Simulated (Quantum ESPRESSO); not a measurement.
# Ru (P6_3/mmc) in Quantum ESPRESSO: notebook, part 2 of 2

Quantum ESPRESSO 7.5.

**3. Phonons, PBEsol**

pw.in reads:

```
&CONTROL
  calculation = 'scf'
  prefix = 'pwscf'
  outdir = './tmp'
  pseudo_dir = './pseudo'
  tprnfor = .true.
  tstress = .true.
  disk_io = 'low'
/
&SYSTEM
  ibrav = 0
  nat = 2
  ntyp = 1
  ecutwfc = 45
  ecutrho = 360
  nbnd = 24
  occupations = 'smearing'
  smearing = 'mp'
  degauss = 0.01999163
/
&ELECTRONS
  conv_thr = 4d-10
  electron_maxstep = 120
  mixing_beta = 0.5
/
ATOMIC_SPECIES
Ru   101.0700 ru_pbesol_v1.2.uspp.F.UPF
CELL_PARAMETERS angstrom
   2.7058000000    0.0000000000    0.0000000000
  -1.3529000000    2.3432915376    0.0000000000
   0.0000000000    0.0000000000    4.2819000000
ATOMIC_POSITIONS crystal
Ru     0.6666666667    0.3333333333    0.7500000000
Ru     0.3333333333    0.6666666667    0.2500000000
K_POINTS automatic
11 11 6 0 0 0
```

relax.in reads:

```
&CONTROL
  calculation = 'vc-relax'
  prefix = 'pwscf'
  outdir = './tmp'
  pseudo_dir = './pseudo'
  tprnfor = .true.
  tstress = .true.
  disk_io = 'low'
  nstep = 40
  forc_conv_thr = 0.0001
  etot_conv_thr = 1d-06
/
&SYSTEM
  ibrav = 0
  nat = 2
  ntyp = 1
  ecutwfc = 45
  ecutrho = 360
  nbnd = 24
  occupations = 'smearing'
  smearing = 'mp'
  degauss = 0.01999163
/
&ELECTRONS
  conv_thr = 4d-10
  electron_maxstep = 120
  mixing_beta = 0.5
/
&IONS
  ion_dynamics = 'bfgs'
/
&CELL
  cell_dynamics = 'bfgs'
  press = 0
  press_conv_thr = 0.2
/
ATOMIC_SPECIES
Ru   101.0700 ru_pbesol_v1.2.uspp.F.UPF
CELL_PARAMETERS angstrom
   2.7058000000    0.0000000000    0.0000000000
  -1.3529000000    2.3432915376    0.0000000000
   0.0000000000    0.0000000000    4.2819000000
ATOMIC_POSITIONS crystal
Ru     0.6666666667    0.3333333333    0.7500000000
Ru     0.3333333333    0.6666666667    0.2500000000
K_POINTS automatic
11 11 6 0 0 0
```

scf2.in reads:

```
&CONTROL
  calculation = 'scf'
  prefix = 'pwscf'
  outdir = './tmp'
  pseudo_dir = './pseudo'
  tprnfor = .true.
  tstress = .true.
  disk_io = 'low'
/
&SYSTEM
  ibrav = 0
  nat = 2
  ntyp = 1
  ecutwfc = 45
  ecutrho = 360
  nbnd = 24
  occupations = 'smearing'
  smearing = 'mp'
  degauss = 0.01999163
/
&ELECTRONS
  conv_thr = 1d-13
  electron_maxstep = 120
  mixing_beta = 0.5
  startingpot = 'file'
  startingwfc = 'file'
/
ATOMIC_SPECIES
Ru   101.0700 ru_pbesol_v1.2.uspp.F.UPF
CELL_PARAMETERS angstrom
   2.6878635925    0.0000000000    0.0000000000
  -1.3439317962    2.3277581530    0.0000000000
   0.0000000000    0.0000000000    4.2517494410
ATOMIC_POSITIONS crystal
Ru     0.6666666667    0.3333333333    0.7500000000
Ru     0.3333333333    0.6666666667    0.2500000000
K_POINTS automatic
11 11 6 0 0 0
```

ph.in reads:

```
phonons of Ru
&INPUTPH
  prefix = 'pwscf'
  outdir = './tmp'
  tr2_ph = 1d-16
  fildyn = 'dyn'
  niter_ph = 60
  alpha_mix(1) = 0.4
/
0.0000000000 0.0000000000 0.0000000000
```

dynmat.in reads:

```
&INPUT
  fildyn = 'dyn'
  asr = 'crystal'
  filout = 'dynmat.disp'
  fileig = 'dynmat.eig'
/
```

Potentials or basis: GBRV 1.5 PBEsol.

Command:

```
$ OMP_NUM_THREADS=1 pw.x -in pw.in > pw.out
$ OMP_NUM_THREADS=1 pw.x -in relax.in > relax.out
$ OMP_NUM_THREADS=1 pw.x -in scf2.in > scf2.out
$ OMP_NUM_THREADS=1 ph.x -in ph.in > ph.out
$ OMP_NUM_THREADS=1 dynmat.x -in dynmat.in > dynmat.out
```

pw.out:

```text
This program is part of the open-source Quantum ESPRESSO suite
     for quantum simulation of materials; please cite
[... 9 lines left out ...]
     --------------------
     sticks:   dense  smooth     PW     G-vecs:    dense   smooth      PW
     Sum         649     313    109                21145     7415    1387

     Using Slab Decomposition

     bravais-lattice index     =            0
     lattice parameter (alat)  =       5.1132  a.u.
     unit-cell volume          =     183.2125 (a.u.)^3
     number of atoms/cell      =            2
     number of atomic types    =            1
     number of electrons       =        32.00
     number of Kohn-Sham states=           24
     kinetic-energy cutoff     =      45.0000  Ry
     charge density cutoff     =     360.0000  Ry
     scf convergence threshold =      4.0E-10
     mixing beta               =       0.5000
     number of iterations used =            8  plain     mixing
     Exchange-correlation= SLA  PW   PSX  PSC
                           (   1   4  10   8   0   0   0)

     celldm(1)=   5.113221  celldm(2)=   0.000000  celldm(3)=   0.000000
     celldm(4)=   0.000000  celldm(5)=   0.000000  celldm(6)=   0.000000

     crystal axes: (cart. coord. in units of alat)
               a(1) = (   1.000000   0.000000   0.000000 )
               a(2) = (  -0.500000   0.866025   0.000000 )
               a(3) = (   0.000000   0.000000   1.582489 )

     reciprocal axes: (cart. coord. in units 2 pi/alat)
               b(1) = (  1.000000  0.577350 -0.000000 )
               b(2) = (  0.000000  1.154701  0.000000 )
               b(3) = (  0.000000 -0.000000  0.631916 )

     PseudoPot. # 1 for Ru read from file:
     ru_pbesol_v1.2.uspp.F.UPF
     Pseudo is Ultrasoft + core correction, Zval = 16.0
[... 99 lines left out ...]
     negative rho (up, down):  1.473E-01 0.000E+00
     Starting wfcs are   26 randomized atomic wfcs

     Self-consistent Calculation

     iteration #  1     ecut=    45.00 Ry     beta= 0.50
     Davidson diagonalization with overlap
     ethr =  1.00E-02,  avg # of iterations =  4.8

     negative rho (up, down):  1.436E-01 0.000E+00
[... 58 lines left out ...]
     iteration #  8     ecut=    45.00 Ry     beta= 0.50
     Davidson diagonalization with overlap
     ethr =  4.96E-12,  avg # of iterations =  2.9

     negative rho (up, down):  1.434E-01 0.000E+00

     End of self-consistent calculation

          k = 0.0000 0.0000 0.0000 (   965 PWs)   bands (ev):

   -49.4727 -49.2671 -19.9796 -19.0384 -19.0384 -18.8672 -18.8672 -18.8267
    15.5514  17.3738  21.0093  21.0093  21.1829  21.6952  21.6952  22.2248
    22.2248  24.8115  24.8115  24.8388  33.8757  38.3895  40.8573  41.5177
[... 375 lines left out ...]
   -49.2519 -49.2519 -19.7524 -19.7524 -19.4437 -19.4437 -19.0271 -19.0271
    18.7016  18.7016  19.6078  19.6078  20.8722  20.8722  22.5141  22.5141
    24.9050  24.9050  31.3359  31.3359  34.4395  34.4395  35.5920  35.5920

     the Fermi energy is    23.5458 ev

!    total energy              =    -388.49244679 Ry
     estimated scf accuracy    <          1.5E-10 Ry
     smearing contrib. (-TS)   =      -0.00036475 Ry
     internal energy E=F+TS    =    -388.49208204 Ry

     The total energy is F=E-TS. E is the sum of the following terms:
     one-electron contribution =     -65.12489129 Ry
     hartree contribution      =      56.14871283 Ry
     xc contribution           =     -51.53149070 Ry
     ewald contribution        =    -327.98441288 Ry

     convergence has been achieved in   8 iterations

     negative rho (up, down):  1.434E-01 0.000E+00

     Forces acting on atoms (cartesian axes, Ry/au):

     atom    1 type  1   force =     0.00000000   -0.00000000    0.00000000
     atom    2 type  1   force =    -0.00000000    0.00000000    0.00000000

     Total force =     0.000000     Total SCF correction =     0.000000

     Computing stress (Cartesian axis) and pressure

     negative rho (up, down):  1.434E-01 0.000E+00
          total   stress  (Ry/bohr**3)                   (kbar)     P=      -67.75
  -0.00044599   0.00000000   0.00000000          -65.61        0.00        0.00
   0.00000000  -0.00044599  -0.00000000            0.00      -65.61       -0.00
   0.00000000  -0.00000000  -0.00048975            0.00       -0.00      -72.05

=------------------------------------------------------------------------------=
   JOB DONE.
=------------------------------------------------------------------------------=
```

relax.out:

```text
This program is part of the open-source Quantum ESPRESSO suite
     for quantum simulation of materials; please cite
[... 9 lines left out ...]
     --------------------
     sticks:   dense  smooth     PW     G-vecs:    dense   smooth      PW
     Sum         649     313    109                21145     7415    1387
[... 2816 lines left out ...]
  -0.00000058   0.00000000   0.00000000           -0.09        0.00        0.00
   0.00000000  -0.00000058  -0.00000000            0.00       -0.09       -0.00
   0.00000000  -0.00000000  -0.00000046            0.00       -0.00       -0.07

=------------------------------------------------------------------------------=
   JOB DONE.
=------------------------------------------------------------------------------=
```

Wall time 4.9 min (1 thread of Intel Xeon Platinum 8488C (Sapphire Rapids), shared host); peak memory 0.13 GiB.

Results:

- Free energy: -5285.7205 eV
- Relaxed volume: 13.30 Å³/atom
- Relaxed cell: a = 2.688 Å, b = 2.688 Å, c = 4.252 Å, α = 90.00°, β = 90.00°, γ = 120.00°
- Space group after relaxing (to 0.05 Å): P6_3/mmc (No. 194)
- Pressure after relaxing: 0.0 GPa
- Band gap on the k mesh: none (metal or under the smearing width)
- Highest phonon frequency at Γ: 267 cm⁻¹

The path:
```csv
step,energy change (eV),largest force (eV/Å),pressure (GPa),volume (Å³)
1,0.0000,0.0000,-6.78,27.15
2,-0.0057,0.0000,5.18,26.22
3,-0.0118,0.0000,-0.19,26.62
4,-0.0118,0.0000,0.00,26.60
```

Final structure:
```
Ru
1.0
     2.68786    0.00000    0.00000
    -1.34393    2.32776    0.00000
     0.00000    0.00000    4.25175
Ru
2
Cartesian
  1.3439 0.7759 3.1888
  0.0000 1.5518 1.0629
```

Levels at points of the mesh, in eV from the Fermi level:
| k point | band 13 | band 14 | band 15 | band 16 | band 17 | band 18 | band 19 | band 20 |
| --- | --- | --- | --- | --- | --- | --- | --- | --- |
| (0.00, 0.00, 0.00) | -2.43 | -1.91 | -1.91 | -1.36 | -1.36 | 1.30 | 1.30 | 1.32 |
| (0.00, 0.00, -0.50) | -2.79 | -2.79 | -2.74 | -2.74 | 0.65 | 0.65 | 0.65 | 0.65 |

Phonon frequencies in cm⁻¹ (negative: imaginary):
```
              q point           frequencies
(0.000, 0.000, 0.000)  -4 -4 -3 190 190 267
```

Optical modes at Γ, degenerate ones joined:
```
cm⁻¹  components  symmetry  active in
 190           2       E2g      Raman
 267           1       B1g     silent
```

Caveat: the mesh is thin for the phonons of a metal.

**4. Phonons, PBE**

pw.in, as its differences from that of step 3:

```diff
@@ -13,7 +13,7 @@
   ntyp = 1
-  ecutwfc = 45
-  ecutrho = 360
+  ecutwfc = 36
+  ecutrho = 216
   nbnd = 24
   occupations = 'smearing'
-  smearing = 'mp'
+  smearing = 'mv'
   degauss = 0.01999163
@@ -26,3 +26,3 @@
 ATOMIC_SPECIES
-Ru   101.0700 ru_pbesol_v1.2.uspp.F.UPF
+Ru   101.0700 Ru.GGA_PBE-JTH.UPF
 CELL_PARAMETERS angstrom
```

relax.in, as its differences from that of step 3:

```diff
@@ -16,7 +16,7 @@
   ntyp = 1
-  ecutwfc = 45
-  ecutrho = 360
+  ecutwfc = 36
+  ecutrho = 216
   nbnd = 24
   occupations = 'smearing'
-  smearing = 'mp'
+  smearing = 'mv'
   degauss = 0.01999163
@@ -37,3 +37,3 @@
 ATOMIC_SPECIES
-Ru   101.0700 ru_pbesol_v1.2.uspp.F.UPF
+Ru   101.0700 Ru.GGA_PBE-JTH.UPF
 CELL_PARAMETERS angstrom
```

scf2.in reads:

```
&CONTROL
  calculation = 'scf'
  prefix = 'pwscf'
  outdir = './tmp'
  pseudo_dir = './pseudo'
  tprnfor = .true.
  tstress = .true.
  disk_io = 'low'
/
&SYSTEM
  ibrav = 0
  nat = 2
  ntyp = 1
  ecutwfc = 36
  ecutrho = 216
  nbnd = 24
  occupations = 'smearing'
  smearing = 'mv'
  degauss = 0.01999163
/
&ELECTRONS
  conv_thr = 1d-13
  electron_maxstep = 120
  mixing_beta = 0.5
  startingpot = 'file'
  startingwfc = 'file'
/
ATOMIC_SPECIES
Ru   101.0700 Ru.GGA_PBE-JTH.UPF
CELL_PARAMETERS angstrom
   2.7212887702    0.0000000000    0.0000000000
  -1.3606443851    2.3567052061    0.0000000000
   0.0000000000    0.0000000000    4.2982684926
ATOMIC_POSITIONS crystal
Ru     0.6666666667    0.3333333333    0.7500000000
Ru     0.3333333333    0.6666666667    0.2500000000
K_POINTS automatic
11 11 6 0 0 0
```

ph.in is that of step 3.

dynmat.in is that of step 3.

Potentials or basis: JTH 2.0 PBE.

Command:

```
$ OMP_NUM_THREADS=1 pw.x -in pw.in > pw.out
$ OMP_NUM_THREADS=1 pw.x -in relax.in > relax.out
$ OMP_NUM_THREADS=1 pw.x -in scf2.in > scf2.out
$ OMP_NUM_THREADS=1 ph.x -in ph.in > ph.out
$ OMP_NUM_THREADS=1 dynmat.x -in dynmat.in > dynmat.out
```

pw.out:

```text
This program is part of the open-source Quantum ESPRESSO suite
     for quantum simulation of materials; please cite
         "P. Giannozzi et al., J. Phys.:Condens. Matter 21 395502 (2009);
         "P. Giannozzi et al., J. Phys.:Condens. Matter 29 465901 (2017);
         "P. Giannozzi et al., J. Chem. Phys. 152 154105 (2020);
     in publications or presentations arising from this work. More details at

     file Ru.GGA_PBE-JTH.UPF: wavefunction(s)  5S 4P 0P 4D 0D renormalized
     Message from routine setup:
     using ibrav=0 with symmetry is DISCOURAGED, use correct ibrav instead

     G-vector sticks info
     --------------------
     sticks:   dense  smooth     PW     G-vecs:    dense   smooth      PW
     Sum         379     253     85                 9739     5311     989

     Using Slab Decomposition

[... 207 lines left out ...]

   -49.1828 -48.9782 -19.6742 -18.7384 -18.7384 -18.5677 -18.5677 -18.5282
    15.9644  17.7421  21.3582  21.3582  21.5318  22.0410  22.0410  22.5654
    22.5654  25.1324  25.1324  25.3338  34.1900  38.9434  41.5552  42.1620
[... 375 lines left out ...]
   -48.9630 -48.9630 -19.4483 -19.4483 -19.1416 -19.1416 -18.7275 -18.7275
    19.0661  19.0661  19.9799  19.9799  21.2557  21.2557  22.8622  22.8622
    25.2293  25.2293  31.7413  31.7413  34.7762  34.7762  35.9620  35.9620

     the Fermi energy is    23.9077 ev

!    total energy              =    -863.33839962 Ry
     total all-electron energy =      -863.338400 Ry
     estimated scf accuracy    <          6.3E-11 Ry
     smearing contrib. (-TS)   =       0.00016089 Ry
     internal energy E=F+TS    =    -863.33856051 Ry

     The total energy is F=E-TS. E is the sum of the following terms:
     one-electron contribution =     -59.90930320 Ry
     hartree contribution      =      55.12405542 Ry
     xc contribution           =     -39.58756101 Ry
     ewald contribution        =    -327.98441293 Ry
     one-center paw contrib.   =    -490.98133879 Ry

     convergence has been achieved in  10 iterations

     Forces acting on atoms (cartesian axes, Ry/au):

     atom    1 type  1   force =     0.00000000    0.00000000    0.00000000
     atom    2 type  1   force =     0.00000000    0.00000000    0.00000000

     Total force =     0.000000     Total SCF correction =     0.000000

     Computing stress (Cartesian axis) and pressure

          total   stress  (Ry/bohr**3)                   (kbar)     P=       48.32
   0.00034049   0.00000000   0.00000000           50.09        0.00        0.00
   0.00000000   0.00034049  -0.00000000            0.00       50.09       -0.00
   0.00000000  -0.00000000   0.00030439            0.00       -0.00       44.78

=------------------------------------------------------------------------------=
   JOB DONE.
=------------------------------------------------------------------------------=
```

scf2.out:

```text
This program is part of the open-source Quantum ESPRESSO suite
     for quantum simulation of materials; please cite
         "P. Giannozzi et al., J. Phys.:Condens. Matter 21 395502 (2009);
         "P. Giannozzi et al., J. Phys.:Condens. Matter 29 465901 (2017);
         "P. Giannozzi et al., J. Chem. Phys. 152 154105 (2020);
[... 574 lines left out ...]
  -0.00000000   0.00000108   0.00000000           -0.00        0.16        0.00
   0.00000000   0.00000000   0.00000065            0.00        0.00        0.10

=------------------------------------------------------------------------------=
   JOB DONE.
=------------------------------------------------------------------------------=
```

Wall time 4.4 min (1 thread of Intel Xeon Platinum 8488C (Sapphire Rapids), shared host); peak memory 0.11 GiB.

What came out:

```
Free energy                            : -11746.3237 eV
Relaxed volume                         : 13.78 Å³/atom
Relaxed cell                           : a = 2.721 Å, b = 2.721 Å, c = 4.298 Å, α = 90.00°, β = 90.00°, γ = 120.00°
Space group after relaxing (to 0.05 Å) : P6_3/mmc (No. 194)
Pressure after relaxing                : 0.0 GPa
Band gap on the k mesh                 : none (metal or under the smearing width)
Highest phonon frequency at Γ          : 249 cm⁻¹
```

The path:
```tsv
step	energy change (eV)	largest force (eV/Å)	pressure (GPa)	volume (Å³)
1	0.0000	0.0000	4.83	27.15
2	-0.0039	0.0000	-2.83	27.82
3	-0.0063	0.0000	-0.07	27.57
4	-0.0063	0.0000	0.00	27.57
5	-0.0063	0.0000	0.00	27.57
```

Final structure:
```
Ru
1.0
     2.72129    0.00000    0.00000
    -1.36064    2.35671    0.00000
     0.00000    0.00000    4.29827
Ru
2
Direct
  0.66667 0.33333 0.75000
  0.33333 0.66667 0.25000
```

Phonon frequencies in cm⁻¹ (negative: imaginary):
```
              q point         frequencies
(0.000, 0.000, 0.000)  0 0 10 175 175 249
```

Optical modes at Γ, degenerate ones joined:
```
cm⁻¹  components  symmetry  active in
 175           2       E2g      Raman
 249           1       B1g     silent
```

Caveat: the mesh is thin for the phonons of a metal; the cutoff is low for these files, which shifts pressure and relaxed volume.

**5. Overview**

```csv
level,potentials or basis,cutoff (eV),smearing,form of the LDA correlation,gap on the mesh (eV),pressure (GPa)
LDA,GBRV 1.5 LDA,612,methfessel-paxton 0.136 eV,PZ81,none,0.0
PBEsol,GBRV 1.5 PBEsol,612,methfessel-paxton 0.272 eV,-,none,0.0
PBE,JTH 2.0 PBE,490,cold 0.272 eV,-,none,0.0
```

Alike in all rows: task phonons; no spin polarisation; cell relaxed; k mesh 11 × 11 × 6.

Caveats: the mesh is thin for the phonons of a metal; the cutoff is low for these files, which shifts pressure and relaxed volume (some runs).

Absolute energies hang on the potentials; compare differences alone.
